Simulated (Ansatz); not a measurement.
# Te2Mo (P6_3/mmc)

The calculation used DFT PBE, scalar-relativistic, plane waves, PAW (Ansatz).

Cutoff 420 eV; k points 12×12×2 on the computed 6-atom cell (Γ-centred); Gaussian smearing, width 0.02 eV; no spin polarisation.

The structure is relaxed at this level of theory with its symmetry kept.

```cif
data_structure
_symmetry_space_group_name_H-M 'P6_3/mmc'
_symmetry_Int_Tables_number 194
_cell_length_a 3.5571
_cell_length_b 3.5571
_cell_length_c 15.2047
_cell_angle_alpha 90.000
_cell_angle_beta 90.000
_cell_angle_gamma 120.000
_cell_volume 166.61
loop_
_atom_site_label
_atom_site_type_symbol
_atom_site_symmetry_multiplicity
_atom_site_Wyckoff_symbol
_atom_site_fract_x
_atom_site_fract_y
_atom_site_fract_z
_atom_site_occupancy
Te1 Te 4 f 0.33333 0.66667 0.63109 1
Mo1 Mo 2 c 0.33333 0.66667 0.25000 1
```

```json
{"Space group": "P6_3/mmc (No. 194)", "Volume per atom": "187.4 bohr³", "Formation energy from the elements' standard states (uncorrected)": "-0.267 eV/atom", "Kohn–Sham band gap": "0.95 eV, indirect from K to (0.193, 0.195, 0.000)", "Löwdin character of the top 1 eV of the valence band": "Mo 4d 56 %, Te 5p 40 %", "Löwdin character of the lowest 1 eV of the conduction band": "Mo 4d 66 %, Te 5p 28 %", "Electron masses at the edge by Cartesian direction of the standard setting (m_e; degenerate bands sorted by energy; no spin-orbit coupling)": "x: 0.69; y: 0.48; z: 0.63", "Hole masses at the edge by Cartesian direction of the standard setting (m_e; degenerate bands sorted by energy; no spin-orbit coupling)": "x: 0.66; y: 0.66; z: 2.2", "Bader charges (e)": "Te (4 in the cell) -0.31, Mo (2 in the cell) 0.61"}
```

Spin-orbit coupling is left out, which matters for the bands of heavy elements. Each cell of Te2Mo holds layers, and where no dispersion correction was added their binding is poorly described.